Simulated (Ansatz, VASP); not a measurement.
**One calculation of CoO, two programs**

INCAR

```
PREC     = Accurate       # precision mode
ENCUT    = 520            # plane-wave cutoff, eV
EDIFF    = 1E-6           # SCF threshold, eV
ISMEAR   = -1             # smearing method
SIGMA    = 0.05           # smearing width, eV
LREAL    = False          # projectors in reciprocal space
LASPH    = True           # aspherical terms in the spheres
NELM     = 150            # most SCF steps
ALGO     = Normal         # electronic algorithm
ISIF     = 2              # what is computed and relaxed
LWAVE    = False          # write WAVECAR
LCHARG   = False          # write CHGCAR
ISPIN    = 2              # spin polarisation
MAGMOM   = 2 0            # initial moments
LORBIT   = 11             # projections on sites
LMAXMIX  = 4              # l up to which the mixer works
GGA      = PS             # functional
NBANDS   = 18             # bands
```

KPOINTS

```
regular mesh
0
Gamma
  10 10 10
```

File POSCAR:

```
CoO
1.0
    1.5805655677      0.9125399560      2.5317845992
   -1.5805655677      0.9125399560      2.5317845992
    0.0000000000     -1.8250799120      2.5317845992
Co O
1 1
Direct
    0.9989783200      0.9989783200      0.9989783200
    0.7510210300      0.7510210300      0.7510210300
```

input.yaml

```yaml
crystal:
  lattice:
    - [1.5805655677, 0.912539956, 2.5317845992]
    - [-1.5805655677, 0.912539956, 2.5317845992]
    - [0.0, -1.825079912, 2.5317845992]
  atoms:
    - { symbol: Co, position: [0.99897832, 0.99897832, 0.99897832], spin: 2.0 }
    - { symbol: O, position: [0.75102103, 0.75102103, 0.75102103] }
hamiltonian:
  xc: pbesol
  pseudopotentials: { kind: paw }
magnetization:
  spin_polarized: true
kpoints:
  mp_grid: { grid: [10, 10, 10] }
scf:
  occupations: { method: fermi_dirac, width: 0.05 }
output:
  forces: true
  stress: true
  eigenvalues: true
```

Measurements of this composition are mostly on another form, of space group No. 225.

Alike in both runs: task single point; functional PBEsol; k mesh 10 × 10 × 10; occupations fermi-dirac, width 0.05 eV; collinear spin.

|  | VASP | Ansatz |
| --- | --- | --- |
| version | VASP 6.6.1 | Ansatz 0.2.0 |
| potentials or method | VASP PAW PBE potentials, release 64 (Co, O) | Ansatz PAW |
| plane-wave cutoff (eV) | 520 | 420 |
| valence electrons in the cell | 15 | 23 |

|  | VASP | Ansatz | Ansatz less VASP |
| --- | --- | --- | --- |
| gap on the k mesh at the Fermi level (eV) | none | none | - |
| pressure (GPa) | -4.3 | -3.9 | +0.36 |
| largest component of the traceless stress (GPa) | 3.70 | 3.69 | -0.012 |
| rms of the force components (eV/Å) | 0.148 | 0.146 | -0.0021 |
| net moment per atom (μB) | 1.26 | 1.28 | +0.018 |
| size of the moment on the site where the two differ most (μB) | 2.19 | 2.05 | -0.142 |

Site moments also hang on the region over which each program counts them. Atom by atom the forces differ by 0.002 eV/Å (rms over components). A gap of «none» marks a metal or a gap that the smearing closes. With one functional, cell and mesh, what is left measures potentials, basis and numerics. The two sets of potentials don't hold the same shells in valence.

Caveats: a cell with one magnetic atom can't hold antiferromagnetic order, which such compounds often take; semilocal functionals often make such compounds metallic where correlation or magnetic order opens a gap, which also shifts bond lengths; the PAW data sets were made with another functional, which shifts forces and pressure a little (VASP); the pressure holds a Pulay correction of +0.7 GPa for the finite cutoff (Ansatz); the PAW data sets come from PBE, with cores solved anew for the run's functional, which leaves a small shift of forces and pressure (Ansatz).
